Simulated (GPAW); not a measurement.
Crystal: TiO.

```
Ti O
1.0
     3.00943    0.00000    0.00000
    -1.50472    2.60625    0.00000
     0.00000    0.00000    2.93706
Ti O
1 1
Direct
  0.00000 0.00000 0.00000
  0.66667 0.33333 0.50000
```

The cell comes from a database or a generator and needn't be the stable form of this composition.

Base run:

* Program: GPAW 26.7.0
* Functional: SCAN
* Potentials or basis: GPAW PAW data sets (gpaw-data 1.2.1)
* Cutoff: 800 eV
* Basis: pw
* k mesh: 10 × 10 × 9
* Occupations: fermi-dirac, width 0.05 eV
* Spin: no spin polarisation

Its results: band gap on the k mesh none (metal or under the smearing width); pressure -30.9 GPa.

Task: The run is repeated on the same cell with these changes: functional from SCAN to r2SCAN. What comes out?

Result: Band gap on the k mesh none (metal or under the smearing width); pressure -30.4 GPa.

Caveats: a pressure of tens of GPa on the cell as given is suspect, and the run, the potentials or the cell itself is likely at fault; the PAW data sets were made with another functional, which shifts forces and pressure a little; semilocal functionals often make such compounds metallic where correlation or magnetic order opens a gap, which also shifts bond lengths.
